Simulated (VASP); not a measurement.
## GaP: relaxation of cell and atoms with PBE

Crystal: GaP.

```
CELL_PARAMETERS angstrom
3.78124 0.00000 0.00000
-1.89062 3.27465 0.00000
0.00000 0.00000 5.07087
ATOMIC_POSITIONS crystal
Ga 0.00000 0.00000 0.00000
Ga 0.00000 0.00000 0.50000
P 0.33333 0.66667 0.25000
P 0.66667 0.33333 0.75000
```

The cell was built by a generator and needn't be a form met in nature.

| Quantity | Value |
| --- | --- |
| Program | VASP 6.6.1 |
| Task | relaxation of cell and atoms |
| Functional | PBE |
| Potentials or basis | VASP PAW PBE potentials, release 64 (Ga_d, P) |
| Cutoff | 600 eV |
| k mesh | 8 × 8 × 5 |
| Occupations | gaussian, width 0.05 eV |
| Spin | no spin polarisation |
| Further INCAR settings | ALGO = Fast; EDIFF = 1e-06; IBRION = 2; EDIFFG = -0.005; NSW = 40; ISIF = 3 |

```json
{
 "Relaxed volume": "17.35 Å³/atom",
 "Relaxed cell": "a = 3.613 Å, b = 3.613 Å, c = 6.137 Å, α = 90.00°, β = 90.00°, γ = 120.00°",
 "Space group after relaxing (to 0.05 Å)": "P6_3/mmc (No. 194)",
 "Energy gained by relaxing": "249.1 meV/atom",
 "Ionic steps": "13",
 "Pressure after relaxing": "0.0 GPa",
 "Band gap on the k mesh": "none (metal or under the smearing width)"
}
```

The path:
| step | energy change (eV) | largest force (eV/Å) | pressure (GPa) | volume (Å³) |
| --- | --- | --- | --- | --- |
| 1 | 0.0000 | 0.0000 | 14.31 | 62.79 |
| 2 | -0.6763 | 0.0000 | -5.33 | 76.14 |
| 3 | -0.6909 | 0.0000 | -3.39 | 74.01 |
| 4 | -0.9081 | 0.0000 | -2.09 | 71.74 |
| 5 | -0.9961 | 0.0000 | 0.30 | 69.14 |
| 6 | -0.9960 | 0.0000 | 0.32 | 69.03 |
| 7 | -0.9964 | 0.0000 | -0.11 | 69.44 |
| 8 | -0.9964 | 0.0000 | 0.04 | 69.39 |
| 9 | -0.9964 | 0.0000 | -0.06 | 69.40 |
| 10 | -0.9964 | 0.0000 | 0.05 | 69.39 |
| 11 | -0.9964 | 0.0000 | -0.04 | 69.40 |
| 12 | -0.9964 | 0.0000 | -0.05 | 69.41 |
| 13 | -0.9965 | 0.0000 | 0.01 | 69.39 |

Final structure:
```
Ga P
1.0
     3.61323    0.00000    0.00000
    -1.80662    3.12915    0.00000
     0.00000    0.00000    6.13729
Ga P
2 2
Cartesian
  0.0000 0.0000 0.0000
  0.0000 0.0000 3.0686
  0.0000 2.0861 1.5343
  1.8066 1.0431 4.6030
```

Levels at points of the mesh, in eV from the Fermi level:
```tsv
k point	band 14	band 15	band 16	band 17	band 18	band 19	band 20	band 21	band 22
(0.00, 0.00, 0.00)	-0.33	-0.18	-0.18	0.31	0.31	0.82	3.11	5.04	5.04
(0.50, 0.00, 0.00)	-5.19	-4.47	-4.27	-2.51	0.11	1.32	1.66	2.96	3.09
```

It took 3.3 min on 1 thread of Intel(R) Xeon(R) Platinum 8559C (Emerald Rapids), with other jobs on the host, peak memory 0.22 GiB.
